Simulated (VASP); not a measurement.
**A VASP 6.6.1 single-point calculation on LiBr**

INCAR

```
EDIFF = 1E-7
LCHARG = .FALSE.
METAGGA = R2SCAN
IBRION = -1
NBANDS = 12
NSW = 0
LREAL = Auto
SIGMA = 0.01
ISMEAR = 0
PREC = Accurate
ISYM = 1
ISIF = 2
LASPH = .TRUE.
LWAVE = .FALSE.
ALGO = Normal
NELM = 120
ENCUT = 520
```

KPOINTS

```
KPOINTS created by Atomic Simulation Environment
0
Gamma
8 8 8
0 0 0
```

POSCAR

```
Li Br
 1.0000000000000000
     0.0000000000000000    2.7669606940000002    2.7669606940000002
     2.7669606940000002    0.0000000000000000    2.7669606940000002
     2.7669606940000002    2.7669606940000002    0.0000000000000000
 Li  Br
   1   1
Cartesian
  0.0000000000000000  0.0000000000000000  0.0000000000000000
  2.7669606940000002  2.7669606940000002  2.7669606940000002
```

The recommended PBE PAW datasets give the neutral cell 10 valence electrons.

Command

```
mpirun -np 1 vasp_std
```

**Question.** Predict the outcome of this run.

**Answer.** It converged. Results: gap between bands v and c on the k mesh 5.79 eV; least direct gap on the k mesh 5.79 eV; pressure -1.1 GPa. Band v is the last that the valence electrons fill when counted band by band, and c is the next.

OSZICAR

```
N       E                     dE             d eps       ncg     rms          rms(c)
DAV:   1     0.294039061964E+02    0.29404E+02   -0.39033E+03   696   0.765E+02
DAV:   2    -0.178649170200E+02   -0.47269E+02   -0.45804E+02   880   0.139E+02
DAV:   3    -0.207285115666E+02   -0.28636E+01   -0.28546E+01   980   0.355E+01
DAV:   4    -0.207893358079E+02   -0.60824E-01   -0.60813E-01   900   0.522E+00
DAV:   5    -0.207899637528E+02   -0.62794E-03   -0.62794E-03   928   0.477E-01    0.174E+00
DAV:   6    -0.191495580349E+02    0.16404E+01   -0.38295E-01   896   0.428E+00    0.145E+00
DAV:   7    -0.191511349343E+02   -0.15769E-02   -0.17515E-01   724   0.247E+00    0.399E-01
DAV:   8    -0.191481830899E+02    0.29518E-02   -0.43132E-02   768   0.113E+00    0.428E-01
DAV:   9    -0.191466945229E+02    0.14886E-02   -0.43540E-03   760   0.527E-01    0.406E-02
DAV:  10    -0.191464423983E+02    0.25212E-03   -0.53935E-04   824   0.184E-01    0.348E-02
DAV:  11    -0.191466832767E+02   -0.24088E-03   -0.17883E-04   756   0.107E-01    0.159E-02
DAV:  12    -0.191465994207E+02    0.83856E-04   -0.36021E-05   764   0.398E-02    0.371E-03
DAV:  13    -0.191465985732E+02    0.84741E-06   -0.53225E-07   892   0.583E-03    0.246E-03
DAV:  14    -0.191466143810E+02   -0.15808E-04   -0.69226E-07   720   0.784E-03    0.108E-03
DAV:  15    -0.191466221608E+02   -0.77798E-05   -0.11349E-07   924   0.349E-03    0.499E-04
DAV:  16    -0.191466210838E+02    0.10770E-05   -0.34344E-09   436   0.568E-04    0.114E-04
DAV:  17    -0.191466214037E+02   -0.31989E-06   -0.66645E-10   408   0.264E-04    0.344E-05
DAV:  18    -0.191466211565E+02    0.24727E-06   -0.32084E-10   392   0.173E-04    0.165E-05
DAV:  19    -0.191466211076E+02    0.48855E-07   -0.10665E-10   408   0.847E-05
   1 F= -.19146621E+02 E0= -.19146621E+02  d E =-.935708E-33
```

For comparison, a separate r²SCAN run of the intended cell, on usual settings and not on those above, gives a gap of 5.79 eV on its mesh and a pressure of -1.1 GPa.
